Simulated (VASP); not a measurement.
```
CELL_PARAMETERS angstrom
      6.22523     0.00000     0.00000
      0.00000     6.22523     0.00000
      0.00000     0.00000     6.22523
ATOMIC_POSITIONS crystal
  Cs 0.00000 0.00000 0.00000
  Pb 0.50000 0.50000 0.50000
  I  0.50000 0.00000 0.50000
  I  0.00000 0.50000 0.50000
  I  0.50000 0.50000 0.00000
```

All values below come from PBE GGA, VASP's PBE PAW potentials (set 64) (plane waves; VASP). Numerical set-up: 520 eV cut-off, 4×4×4 Γ-centred mesh, Gaussian smearing of 0.050 eV, potentials Cs_sv Pb_d I.

Unless said otherwise, spin-orbit coupling is left out, though it shifts the bands of the heavy elements here.

Problem. Predict the energy per atom (σ→0), pressure, band gap (on the k-mesh) with the smallest direct gap where there is one.

Solution. 
```json
{
 "band gap (on the k-mesh)": "1.22 eV",
 "smallest direct gap (on the k-mesh)": "1.22 eV",
 "energy per atom (σ→0)": "-2.786 eV/atom",
 "pressure": "1.56 GPa"
}
```

Total energies compare only between runs with the same potentials, cut-off and functional.

The compound is CsPbI3 in the cubic perovskite structure, the ideal cubic form; the compound distorts at low or room temperature. This cell is one point of a volume scan, at 0.94 of the reference volume.
